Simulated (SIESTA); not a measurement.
Crystal: SnO2 (Cassiterite).

```xyz
6
Lattice="4.7380 0.0000 0.0000 0.0000 4.7380 0.0000 0.0000 0.0000 3.1865" Properties=species:S:1:pos:R:3 pbc="T T T"
Sn    2.3690    2.3690    1.5933
Sn    0.0000    0.0000    0.0000
O     3.8240    0.9140    1.5933
O     3.2830    3.2830    0.0000
O     0.9140    3.8240    1.5933
O     1.4550    1.4550    0.0000
```

Base run:

* Program: SIESTA 5.4.2
* Functional: AM05
* Potentials or basis: PseudoDojo 0.4 standard (PBEsol files)
* Basis: DZP (energy shift 0.002 Ry)
* Grid cutoff: 800 Ry
* Energy shift: 0.002 Ry
* k mesh: 6 × 6 × 8
* Occupations: fermi-dirac, width 0.05 eV
* Spin: no spin polarisation

Its results: band gap on the k mesh 0.87 eV, direct; pressure 12.7 GPa; largest force 0.206 eV/Å.

Q: The run is repeated on the same cell with these changes: functional from AM05 to RPBE; potentials or basis from PseudoDojo 0.4 standard (PBEsol files) to PseudoDojo 0.4 standard (PBE files). What comes out?

A: Band gap on the k mesh 1.07 eV, direct; pressure 22.4 GPa; largest force 0.321 eV/Å.

Caveats: semicore shells carry a single zeta, which can move pressures by several GPa and volumes by a few percent; the potentials were made for another functional, which shifts forces and pressure; spin-orbit coupling is left out, which moves the levels of the heavy elements; the basis of atomic orbitals isn't converged, which shifts pressures, moduli and gaps; so large a pressure means that the cell lies far from this level's equilibrium, or that cutoff or potentials fall short (some runs).
